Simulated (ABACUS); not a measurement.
# Pt (Fm-3m) in ABACUS: further runs

Runs on Pt. Level: AM05. Tasks: single point, relaxation of cell and atoms.

Everything below comes from runs of ABACUS 3.10.1. Logs are shortened: lines on timing, memory, paths and dates and some standing lists are left out, and cuts for length are marked.

## Step 1: The structure

Symmetry: Fm-3m, No. 225, cubic system. Conventional cell: a = 3.922 Å, b = 3.922 Å, c = 3.922 Å, α = 90.00°, β = 90.00°, γ = 90.00°. Pt (site symmetry m-3m) is surrounded by 12 Pt at 2.77 Å.

## Step 2: Single point, AM05

Contents of INPUT:

```
INPUT_PARAMETERS
suffix              Pt
calculation         scf
basis_type          pw
pseudo_dir          ./
symmetry            1
dft_functional      GGA_X_AM05+GGA_C_AM05
ecutwfc             40
pseudo_rcut         10
nspin               1
nbands              18
ks_solver           dav
smearing_method     fd
smearing_sigma      0.00367493
scf_thr             1e-08
scf_nmax            100
mixing_type         broyden
mixing_beta         0.7
cal_force           1
cal_stress          1
ecutrho             320
out_chg             1
kpar                4
```

Contents of STRU:

```
ATOMIC_SPECIES
Pt 195.0840 pt_pbesol_v1.4.uspp.F.UPF

LATTICE_CONSTANT
5.2404588053

LATTICE_VECTORS
0.0000000000 0.7071067812 0.7071067812
0.7071067812 0.0000000000 0.7071067812
0.7071067812 0.7071067812 0.0000000000

ATOMIC_POSITIONS
Cartesian

Pt
0.0
1
0.0000000000 0.0000000000 0.0000000000 1 1 1
```

Contents of KPT:

```
K_POINTS
0
Gamma
10 10 10 0 0 0
```

Potentials or basis: GBRV ultrasoft 1.5 PBEsol, plane waves.

Started as:

```bash
$ OMP_NUM_THREADS=1 mpirun -np 4 abacus > log
```

running log:

```text
ABACUS v3.10.1

               Atomic-orbital Based Ab-initio Computation at UStc

 ------------------------------------------------------------------------------------

 READING GENERAL INFORMATION
                           global_out_dir = OUT.Pt/
                           global_in_card = INPUT
                               pseudo_dir = ./
                              orbital_dir =
                                    DSIZE = 4
                                    GSIZE = 1

 READING UNITCELL INFORMATION
                                    ntype = 1
                  lattice constant (Bohr) = 5.24046
              lattice constant (Angstrom) = 2.77313

 READING ATOM TYPE 1
                               atom label = Pt
                      L=0, number of zeta = 1
                      L=1, number of zeta = 1
                      L=2, number of zeta = 1
             number of atom for this type = 1

                        TOTAL ATOM NUMBER = 1
CARTESIAN COORDINATES ( UNIT =       5.240458805300 Bohr ).
    atom                   x                   y                   z     mag                  vx                  vy                  vz
tauc_Pt1            0.0000000000        0.0000000000        0.0000000000  0.0000        0.0000000000        0.0000000000        0.0000000000

                          Volume (Bohr^3) = 101.764
                             Volume (A^3) = 15.0798

 Lattice vectors: (Cartesian coordinate: in unit of a_0)
                   +0           +0.707107           +0.707107
            +0.707107                  +0           +0.707107
            +0.707107           +0.707107                  +0
 Reciprocal vectors: (Cartesian coordinate: in unit of 2 pi/a_0)
            -0.707107           +0.707107           +0.707107
            +0.707107           -0.707107           +0.707107
            +0.707107           +0.707107           -0.707107
 The esolver type has been set to : ksdft_pw

                PAO radial cut off (Bohr) = 10

 Read in pseudopotential file is pt_pbesol_v1.4.uspp.F.UPF
                     pseudopotential type = US
          exchange-correlation functional = PBEsol
                 nonlocal core correction = 1
                        valence electrons = 16
                                     lmax = 2
                           number of zeta = 4
                     number of projectors = 6
                           L of projector = 0
                           L of projector = 0
                           L of projector = 1
                           L of projector = 1
                           L of projector = 2
                           L of projector = 2
 XC functional updated to : GGA_X_AM05+GGA_C_AM05
          exchange-correlation functional = GGA_X_AM05+GGA_C_AM05
     initial pseudo atomic orbital number = 12

 SETUP THE ELECTRONS NUMBER
            electron number of element Pt = 16
      total electron number of element Pt = 16
            AUTOSET number of electrons:  = 16
                           occupied bands = 8
                                   NBANDS = 18
                                   NLOCAL = 9

%%%%%%%%%%%%%%%%%%%%%%%%%%%%%%%%%%%%%%%%%%%%%%%%%%%%%%%%%%%%%%%%%%%%%%%%%%%%%%%%%%%%%%%%%%%%%%%%%%%%%%%%%%
 Warning: the number of valence electrons in pseudopotential > 10 for Pt: [Xe] 4f14 5d9 6s1
 Pseudopotentials with additional electrons can yield (more) accurate outcomes, but may be less efficient.
 If you're confident that your chosen pseudopotential is appropriate, you can safely ignore this warning.
%%%%%%%%%%%%%%%%%%%%%%%%%%%%%%%%%%%%%%%%%%%%%%%%%%%%%%%%%%%%%%%%%%%%%%%%%%%%%%%%%%%%%%%%%%%%%%%%%%%%%%%%%%

 SETUP THE PLANE WAVE BASIS
 energy cutoff for charge/potential (unit:Ry) = 160
            fft grid for charge/potential = [ 24, 24, 24 ]
                        fft grid division = [ 1, 1, 1 ]
        big fft grid for charge/potential = [ 30, 30, 30 ]
                                     nbxx = 27000
                                     nrxx = 13824

 SETUP PLANE WAVES FOR CHARGE/POTENTIAL
                    number of plane waves = 3479
                         number of sticks = 301

 PARALLEL PW FOR CHARGE/POTENTIAL
     PROC   COLUMNS(POT)             PW
        1            301           3479
 --------------- sum -------------------
        1            301           3479
                            number of |g| = 76
                                  max |g| = 109.5
                                  min |g| = 0

 energy cutoff for dense charge/potential (unit:Ry) = 320
      fft grid for dense charge/potential = [ 30, 30, 30 ]
                                     nrxx = 27000

 SETUP PLANE WAVES FOR dense CHARGE/POTENTIAL
                    number of plane waves = 9841
                         number of sticks = 595

 PARALLEL PW FOR dense CHARGE/POTENTIAL
     PROC   COLUMNS(POT)             PW
        1            595           9841
 --------------- sum -------------------
        1            595           9841
                            number of |g| = 151
                                  max |g| = 221.5
                                  min |g| = 0

----------- Double Check Mixing Parameters Begin ------------
mixing_type: broyden
mixing_beta: 0.7
mixing_gg0: 1
mixing_gg0_min: 0.1
mixing_ndim: 8
----------- Double Check Mixing Parameters End ------------

 LATTICE VECTORS: (CARTESIAN COORDINATE: IN UNIT OF A0)
                   +0           +0.707107           +0.707107
            +0.707107                  +0           +0.707107
            +0.707107           +0.707107                  +0
                       right hand lattice = 1
                                   NORM_A = 1
                                   NORM_B = 1
                                   NORM_C = 1
                           ALPHA (DEGREE) = 60
                           BETA  (DEGREE) = 60
                           GAMMA (DEGREE) = 60

 The lattice vectors have been changed (STRU_SIMPLE.cif)

(for optimal symmetric configuration:)
                             BRAVAIS TYPE = 3
                     BRAVAIS LATTICE NAME = 03. Cubic F (face-centered)
                                    ibrav = 3
                                    IBRAV = 3
                                  BRAVAIS = FACE CENTERED CUBIC
                       LATTICE CONSTANT A = 1.41421
Original cell was already a primitive cell.
                        ROTATION MATRICES = 48
              PURE POINT GROUP OPERATIONS = 48
                   SPACE GROUP OPERATIONS = 48
                              POINT GROUP = O_h
               POINT GROUP IN SPACE GROUP = O_h

 SETUP K-POINTS
                                    nspin = 1
                   Input type of k points = Monkhorst-Pack(Gamma)
                                   nkstot = 1000
                       right hand lattice = 1
(for reciprocal lattice: )
                             BRAVAIS TYPE = 2
                     BRAVAIS LATTICE NAME = 02. Cubic I (body-centered)
                                    ibrav = 2
                       right hand lattice = 1
(for k-lattice: )
                             BRAVAIS TYPE = 2
                     BRAVAIS LATTICE NAME = 02. Cubic I (body-centered)
                                    ibrav = 2
                       right hand lattice = 1
                        ROTATION MATRICES = 48
                               nkstot_ibz = 47
K-POINTS REDUCTION ACCORDING TO SYMMETRY
     IBZ    DIRECT_X    DIRECT_Y    DIRECT_Z  WEIGHT  ibz2bz
       1  0.00000000  0.00000000  0.00000000  0.0010       0
       2  0.10000000  0.10000000  0.10000000  0.0080       1
       3  0.20000000  0.20000000  0.20000000  0.0080       2
       4  0.30000000  0.30000000  0.30000000  0.0080       3
       5  0.40000000  0.40000000  0.40000000  0.0080       4
       6  0.50000000  0.50000000  0.50000000  0.0040       5
[... 22 lines left out ...]
      29  0.50000000  0.50000000  0.10000000  0.0240      45
      30 -0.20000000  0.40000000  0.40000000  0.0120      46
[... 17 further k points ...]

                               nkstot now = 47
[... K-POINTS DIRECT COORDINATES: 47 rows ...]

           k-point number in this process = 12
       minimum distributed K point number = 11
[... stars of the k points ...]

[... K-POINTS CARTESIAN COORDINATES: 12 rows ...]

[... K-POINTS DIRECT COORDINATES: 12 rows ...]

 SETUP PLANE WAVES FOR WAVE FUNCTIONS
     energy cutoff for wavefunc (unit:Ry) = 40
              fft grid for wave functions = [ 24, 24, 24 ]
                    number of plane waves = 609
                         number of sticks = 91

 PARALLEL PW FOR WAVE FUNCTIONS
     PROC   COLUMNS(POT)             PW
        1             91            609
 --------------- sum -------------------
        1             91            609

 SETUP NONLOCAL PSEUDOPOTENTIALS IN PLANE WAVE BASIS
 Pt non-local projectors:
 projector 1 L=0
 projector 2 L=0
 projector 3 L=1
 projector 4 L=1
 projector 5 L=2
 projector 6 L=2
      TOTAL NUMBER OF NONLOCAL PROJECTORS = 18

 Init Non-Local PseudoPotential table :
 Init Non-Local-Pseudopotential done.

                                     npwx = 439

 Make real space PAO into reciprocal space.
       max mesh points in Pseudopotential = 821
     dq(describe PAO in reciprocal space) = 0.01
                                    max q = 763

 number of pseudo atomic orbitals for Pt is 4
WARNING: norm of atomic wavefunction # 3 of atomic type Pt is 0.999985, renormalized
WARNING: norm of atomic wavefunction # 4 of atomic type Pt is 0.99692, renormalized

 -------------------------------------------
 SELF-CONSISTENT
 -------------------------------------------
                                 init_chg = atomic

 PW ALGORITHM --------------- ION=   1  ELEC=   1--------------------------------

 Density error is 0.772459381482
                          Error Threshold = 0.01
----------------------------------------------------------
     Energy           Rydberg                 eV
----------------------------------------------------------
 E_KohnSham     -210.1146637224      -2858.7566599792
 E_Harris       -217.4017173467      -2957.9021109004
 E_Fermi        1.8835329547         25.6267805550
----------------------------------------------------------
[... 63 lines left out ...]
 Density error is 5.5185319211e-10
                          Error Threshold = 7.7649625872e-11
----------------------------------------------------------
     Energy           Rydberg                 eV
----------------------------------------------------------
 E_KohnSham     -210.3518489669      -2861.9837307853
 E_KS(sigma->0) -210.3514102964      -2861.9777623665
 E_Harris       -210.3516825856      -2861.9814670510
 E_band         0.3846743076         5.2337624578
 E_one_elec     -19.9673763459       -271.6700924152
 E_Hartree      24.4628035555        332.8335174088
 E_xc           -56.4731114853       -768.3560999900
 E_Ewald        -158.3732873500      -2154.7791189513
 E_entropy(-TS) -0.0008773411        -0.0119368377
 E_descf        0.0000000000         0.0000000000
 E_exx          0.0000000000         0.0000000000
 E_Fermi        1.6474701332         22.4149810967
----------------------------------------------------------

 charge density convergence is achieved
 final etot is -2861.9837308 eV
 EFERMI = 22.414981097 eV

 STATE ENERGY(eV) AND OCCUPATIONS    NSPIN == 1
 1/12 kpoint (Cartesian) = 0.0000 0.0000 0.0000 (411 pws)
       1       -30.1647     0.00200000
       2       -30.1647     0.00200000
       3       -30.1647     0.00200000
       4        12.0942     0.00200000
       5        18.5944     0.00200000
       6        18.5944     0.00200000
[... 10 lines left out ...]
      17        54.4475        0.00000
      18        54.4475        0.00000
[... 83 lines left out ...]
       2       -30.2339     0.00800000
       3       -30.2339     0.00800000
       4        15.0264     0.00800000
       5        18.5331     0.00800000
       6        18.5331     0.00800000
[... 10 lines left out ...]
      17        52.2912        0.00000
      18        57.5663        0.00000

[... levels at 6 further k points ...]

------------------------------------------------------------------------------------------
 TOTAL-FORCE (eV/Angstrom)
------------------------------------------------------------------------------------------
                       Pt1         0.0000000000         0.0000000000         0.0000000000
------------------------------------------------------------------------------------------

----------------------------------------------------------------
 TOTAL-STRESS (KBAR)
----------------------------------------------------------------
       -40.5783622524         0.0000000000         0.0000000000
         0.0000000000       -40.5783622524         0.0000000000
         0.0000000000        -0.0000000000       -40.5783622524
----------------------------------------------------------------
 TOTAL-PRESSURE: -40.578362 KBAR

 --------------------------------------------
 !FINAL_ETOT_IS -2861.9837307853222228 eV
 --------------------------------------------
```

Wall time 3.2 s (4 MPI ranks of Intel Xeon 6975P-C (Granite Rapids), shared host); peak memory 0.32 GiB.

Results:

```yaml
Free_energy: -2861.9837 eV
Pressure: -4.1 GPa
Band_gap_on_the_k_mesh: none (metal or under the smearing width)
```

Caveat: the potentials were made for another functional, which shifts forces and pressure. The run has no spin-orbit coupling, so splittings on Pt are missing.

## Step 3: Relaxation of cell and atoms, AM05

Changes to INPUT since step 2:

```diff
@@ -2,3 +2,3 @@
 suffix              Pt
-calculation         scf
+calculation         cell-relax
 basis_type          pw
@@ -10,3 +10,3 @@
 nspin               1
-nbands              18
+nbands              12
 ks_solver           dav
@@ -21,3 +21,7 @@
 ecutrho             320
-out_chg             1
+relax_nmax          60
+force_thr_ev        0.005
+relax_method        cg
+out_stru            1
+stress_thr          1
 kpar                4
```

Contents of STRU:

```
ATOMIC_SPECIES
Pt 195.0840 pt_pbesol_v1.4.uspp.F.UPF

LATTICE_CONSTANT
1.8897261246

LATTICE_VECTORS
0.0000000000 1.9609000000 1.9609000000
1.9609000000 0.0000000000 1.9609000000
1.9609000000 1.9609000000 0.0000000000

ATOMIC_POSITIONS
Cartesian

Pt
0.0
1
0.0000000000 0.0000000000 0.0000000000 1 1 1
```

KPT is that of step 2.

Potentials or basis: GBRV ultrasoft 1.5 PBEsol, plane waves.

Started as:

```bash
$ OMP_NUM_THREADS=1 mpirun -np 4 abacus > log
```

Run time: 6.7 s. Hardware: 4 MPI ranks of Intel Xeon 6975P-C (Granite Rapids), shared host; peak memory 0.36 GiB.

It converged, with:

| Quantity | Value |
| --- | --- |
| Free energy | -2861.9865 eV |
| Relaxed volume | 14.87 Å³/atom |
| Relaxed cell | a = 2.760 Å, b = 2.760 Å, c = 2.760 Å, α = 60.00°, β = 60.00°, γ = 60.00° |
| Space group after relaxing (to 0.05 Å) | Fm-3m (No. 225) |
| Energy gained by relaxing | 2.8 meV/atom |
| Ionic steps | 3 |
| Pressure after relaxing | 0.0 GPa |
| Band gap on the k mesh | none (metal or under the smearing width) |

The path:
```csv
step,energy change (eV),largest force (eV/Å),pressure (GPa),volume (Å³)
1,0.0000,0.0000,-4.06,15.08
2,0.0246,0.0000,14.55,14.23
3,-0.0028,0.0000,-0.05,14.87
```

Final structure:
```
Pt
1.0
     0.00000    1.95172    1.95172
     1.95172    0.00000    1.95172
     1.95172    1.95172    0.00000
Pt
1
Cartesian
  0.0000 0.0000 0.0000
```

Levels at points of the mesh, in eV from the Fermi level:
| k point | band 5 | band 6 | band 7 | band 8 | band 9 |
| --- | --- | --- | --- | --- | --- |
| (0.00, 0.00, 0.00) | -3.91 | -3.91 | -3.91 | -1.68 | -1.68 |
| (0.50, 0.50, 0.50) | -3.97 | -3.97 | -0.65 | 0.03 | 0.03 |
| (0.50, 0.50, 0.00) | -6.82 | 0.00 | 0.49 | 0.49 | 1.66 |

Caveat: the potentials were made for another functional, which shifts forces and pressure. The run has no spin-orbit coupling, so splittings on Pt are missing.
